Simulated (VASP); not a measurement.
BAs:

```
CELL_PARAMETERS angstrom
2.92516 0.00000 0.00000
0.00000 2.92516 0.00000
0.00000 0.00000 2.92516
ATOMIC_POSITIONS crystal
B 0.00000 0.00000 0.00000
As 0.50000 0.50000 0.50000
```

The cell was built by a generator and needn't be a form met in nature.

Program: VASP 6.6.1. Alike in all runs: task single point; potentials or basis VASP PAW PBE potentials, release 64 (B, As); no spin polarisation; cell as given; cutoff (eV) 520; smearing fermi-dirac 0.02 eV.

Q: Order these runs on this cell by their pressure, lowest first.
A. level r2SCAN; k mesh 6 × 6 × 6; mesh quality not flagged
B. level r2SCAN; k mesh 8 × 8 × 1; mesh quality coarse
C. level HSE06; k mesh 4 × 4 × 4; exchange at q = 0 truncated; grid for exact exchange (PRECFOCK) Normal; screening parameter 0.2079 1/A; mesh quality coarse

A: C (-6.0 GPa), A (2.0 GPa), B (13.4 GPa).

Caveats: some runs use coarse meshes; the PAW data sets were made with another functional, which shifts forces and pressure a little.
